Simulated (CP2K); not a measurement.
Crystal: Al2Pt.

```
Pt Al
1.0
     4.17900    0.00000    0.00000
     2.08950    3.61912    0.00000
     2.08950    1.20637    3.41214
Pt Al
1 2
Cartesian
  0.0000 0.0000 0.0000
  6.2685 3.6191 2.5591
  2.0895 1.2064 0.8530
```

Base run:

| Property | Result |
| --- | --- |
| Program | CP2K 2026.2 |
| Functional | PBE |
| Dispersion | rVV10 |
| Potentials or basis | POTENTIAL_UZH Pt GTH-PBE-q18, Al GTH-PBE-q3; TZVP-MOLOPT-PBE-GTH basis |
| Density cutoff | 6123 eV |
| k mesh | 8 × 8 × 8 |
| Occupations | fermi-dirac, width 0.05 eV |
| Spin | no spin polarisation |

Its results: band gap on the k mesh none (metal or under the smearing width); pressure 1.8 GPa.

The run is repeated on the same cell with these changes: dispersion from rVV10 to D3(BJ). What comes out?

Band gap on the k mesh none (metal or under the smearing width); pressure -1.9 GPa.

Caveats: the basis of atomic orbitals isn't converged, which shifts pressures, moduli and gaps; pairwise dispersion overbinds metals, which lowers pressure and volume.
